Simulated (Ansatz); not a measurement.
Steps from a short run of molecular dynamics on a 2×2×2 supercell (16 atoms) of MgS (CsCl type), relaxed with r2SCAN; forces from r2SCAN in the plane-wave code Ansatz, 2×2×2 mesh, Fermi-Dirac smearing of 0.086 eV, a Nosé-Hoover thermostat at fixed volume, set at 1000 K. Classical nuclei, no spin polarisation; a few dozen steps show the first response, not equilibrium. The structure comes from a prototype and may be hypothetical.

Cell vectors in Å:
```
6.5256 0.0000 0.0000
0.0000 6.5256 0.0000
0.0000 0.0000 6.5256
```

**Question.** At 12 fs the positions in Å are
```
Mg  -0.006  -0.001  -0.176
S    1.637   1.587   1.641
Mg   0.019   0.036   3.170
S    1.607   1.676   4.878
Mg  -0.075   3.226   0.059
S    1.635   4.960   1.524
Mg   0.027   3.278   3.252
S    1.712   4.813   4.879
Mg   3.239  -0.018   0.067
S    4.856   1.632   1.545
Mg   3.246   0.018   3.222
S    4.855   1.655   4.884
Mg   3.324   3.274   0.201
S    4.819   4.808   1.711
Mg   3.263   3.257   3.418
S    4.994   4.957   4.918
```
What are the forces, and how far does the free energy (smearing included) lie above that of step 0, with the atoms on their sites?

**Answer.** -19.7 meV an atom; forces in eV/Å:
```
Mg   0.132   0.056  -0.033
S    0.119   0.457   0.748
Mg   0.022   0.029   0.015
S   -0.888  -0.658   0.351
Mg   0.257   0.056  -0.345
S   -0.945   0.435  -0.528
Mg   0.017  -0.006   0.372
S    0.952  -0.245  -0.863
Mg   0.007   0.099  -0.349
S    0.584  -0.724  -0.543
Mg  -0.047  -0.046   0.328
S   -0.537   0.485  -0.778
Mg  -0.370  -0.075  -0.245
S   -0.321  -0.566   0.920
Mg   0.057  -0.016   0.222
S    0.964   0.717   0.727
```
